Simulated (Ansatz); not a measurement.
CsCl:
```xyz
2
Lattice="4.2061 0.0000 0.0000 0.0000 4.2061 0.0000 0.0000 0.0000 4.2061" Properties=species:S:1:pos:R:3 pbc="T T T"
Cs     0.0000     0.0000     0.0000
Cl     2.1030     2.1030     2.1030
```

Relaxed with PBE. Special points in fractions of this cell's reciprocal vectors: Γ (0.000, 0.000, 0.000); X (0.000, 0.500, 0.000); M (0.500, 0.500, 0.000); R (0.500, 0.500, 0.500).

Task: List the band energies nearest the valence-band maximum at these points for plane-wave PAW PBE with spin–orbit coupling (Ansatz code).

Result: In eV from the valence-band maximum; about four levels below and three above (degenerate sets whole), none deeper than 8.9 eV; points with the same levels are listed once.

| k | below | above |
|---|---|---|
| Γ | 0.00 0.00 0.00 0.00 | 4.95 4.95 5.39 5.39 5.39 5.39 |
| X | -0.28 -0.28 -0.21 -0.21 | 6.33 6.33 7.27 7.27 |
| M | -0.46 -0.46 -0.09 -0.09 | 5.83 5.83 5.91 5.91 |
| R | -0.98 -0.98 -0.98 -0.98 | 8.18 8.18 8.18 8.18 |

Space group Pm-3m (CsCl type). Symmetry was held in the PBE relaxation.

Potentials: the later of the program's two PAW sets.
